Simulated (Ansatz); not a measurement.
Theory: DFT PBE, scalar-relativistic, plane waves, PAW in Ansatz. All cells share a 420 eV cutoff and Γ-centred k meshes spaced at most about 0.3 Å⁻¹ (about 0.25 or finer for metals, 2π included). No spin polarisation in the final relaxations.

These are static total energies at zero pressure.

Two relaxed structures of GaN:

A.

Space group Pmmm (No. 47). a = 2.995 Å, b = 3.211 Å, c = 7.588 Å, α = 90.00°, β = 90.00°, γ = 90.00°
```
atom  site  symmetry       x       y       z
  Ga    2t       mm2  0.5000  0.5000  0.1722
  Ga    1c       mmm  0.0000  0.0000  0.5000
   N    2s       mm2  0.5000  0.0000  0.3219
   N    1e       mmm  0.0000  0.5000  0.0000
```

B.

Space group I-42d (No. 122). a = 7.170 Å, b = 7.170 Å, c = 5.623 Å, α = 90.00°, β = 90.00°, γ = 90.00°
```tsv
atom	site	symmetry	x	y	z
Ga	8d	.2.	0.2500	0.3716	0.8750
N	8d	.2.	0.1299	0.2500	0.6250
```

Question: Which form is favoured at zero pressure, and by what margin per atom?

Answer: B is lower, by 22 meV/atom. A has space group Pmmm (No. 47), 12.2 Å³/atom and no gap on its mesh; B has space group I-42d (No. 122), 18.1 Å³/atom and a gap of 1.32 eV. Counting N atoms around Ga (those within 1.25 times the shortest such distance or 1.15 times the sum of covalent radii), A has Ga 4 and B has Ga 3. The lower one is the more open, so pressure narrows the difference. In A, around Ga on a site of symmetry mm2 lie 4 N at 1.97–1.99 Å; Ga on a site of symmetry mmm has 4 N at 2.02 Å; around N on a site of symmetry mm2 lie 4 Ga at 1.97–2.02 Å; 1 more site not described. In B, Ga has 3 N at 1.85–1.86 Å; around N lie 3 Ga at 1.85–1.86 Å. Both come from invented guesses. The part of the Crystallography Open Database at hand lists GaN in space groups No. 186, 225; no cell shown has one of them.

Kohn–Sham gaps at this level usually fall short of measured ones. The zero gap of Pmmm may come from the functional, which often closes small gaps. Cells relaxed within their symmetry can be saddle points.
